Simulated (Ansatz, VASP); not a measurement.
# Hf in VASP and in Ansatz

```
Hf
1.0
    -1.81695    1.81695    1.81695
     1.81695   -1.81695    1.81695
     1.81695    1.81695   -1.81695
Hf
1
Direct
  0.00000 0.00000 0.00000
```

Change from the starting cell: volume scaled by 1.02.

Alike in both runs: task single point; functional PBEsol; k mesh 16 × 16 × 16; occupations fermi-dirac, width 0.08 eV; no spin polarisation.

|  | VASP | Ansatz |
| --- | --- | --- |
| version | VASP 6.6.1 | Ansatz 0.2.0 |
| potentials or method | VASP PAW PBE potentials, release 64 (Hf_pv), cutoff 520 eV | all-electron LAPW, scalar-relativistic |

|  | VASP | Ansatz | Ansatz less VASP |
| --- | --- | --- | --- |
| pressure (GPa) | -10.6 | -10.3 | +0.33 |

Ansatz ran all-electron here, so the differences hold the error of VASP's frozen core and of both bases.

Caveats: the PAW data sets were made with another functional, which shifts forces and pressure a little (VASP). The runs have no spin-orbit coupling, so splittings on Hf are missing.
